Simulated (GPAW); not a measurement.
Crystal: BaTe.

```
CELL_PARAMETERS angstrom
6.82000 0.00000 0.00000
0.00000 6.82000 0.00000
0.00000 0.00000 6.82000
ATOMIC_POSITIONS crystal
Ba 0.00000 0.00000 0.00000
Ba 0.00000 0.50000 0.50000
Ba 0.50000 0.00000 0.50000
Ba 0.50000 0.50000 0.00000
Te 0.50000 0.00000 0.00000
Te 0.00000 0.50000 0.00000
Te 0.00000 0.00000 0.50000
Te 0.50000 0.50000 0.50000
```

The cell isn't the ideal one: the cell as VASP's run set it.

| Item | Value |
| --- | --- |
| Program | GPAW 26.7.0 |
| Task | relaxation of cell and atoms |
| Functional | RPBE |
| Potentials or basis | the program's PAW data sets (release 1.2.1) made for this functional |
| Cutoff | 600 eV |
| Basis | pw |
| k mesh | 4 × 4 × 4 |
| Occupations | improved-tetrahedron-method |
| Spin | no spin polarisation |

At the start: pressure 5.5 GPa; volume 39.65 Å³/atom.

Question: How do energy, volume and symmetry change on relaxing?

Answer: Over 5 steps the energy falls by 99.3 meV/atom and the volume is 46.29 Å³/atom (+16.7 %); space group Fm-3m (No. 225, to 0.05 Å).

The path:
| step | energy change (eV) | largest force (eV/Å) | pressure (GPa) | volume (Å³) |
| --- | --- | --- | --- | --- |
| 1 | 0.0000 | 0.0000 | 5.46 | 317.21 |
| 2 | -0.0763 | 0.0000 | 5.13 | 319.52 |
| 3 | -0.6288 | 0.0000 | 2.16 | 344.41 |
| 4 | -0.7905 | 0.0000 | 0.29 | 366.48 |
| 5 | -0.7944 | 0.0000 | 0.02 | 370.29 |

Final structure:
```yaml
crystal:
  lattice:
    - [7.18096, 0.00000, 0.00000]
    - [0.00000, 7.18096, 0.00000]
    - [0.00000, 0.00000, 7.18096]
  atoms:
    - { symbol: Ba, position: [0.00000, 0.00000, 0.00000] }
    - { symbol: Ba, position: [0.00000, 0.50000, 0.50000] }
    - { symbol: Ba, position: [0.50000, 0.00000, 0.50000] }
    - { symbol: Ba, position: [0.50000, 0.50000, 0.00000] }
    - { symbol: Te, position: [0.50000, 0.00000, 0.00000] }
    - { symbol: Te, position: [0.00000, 0.50000, 0.00000] }
    - { symbol: Te, position: [0.00000, 0.00000, 0.50000] }
    - { symbol: Te, position: [0.50000, 0.50000, 0.50000] }
```

Caveat: later steps reuse the first step's grids; the volume moved by over 15 % at a fixed basis, so the end points are rough.
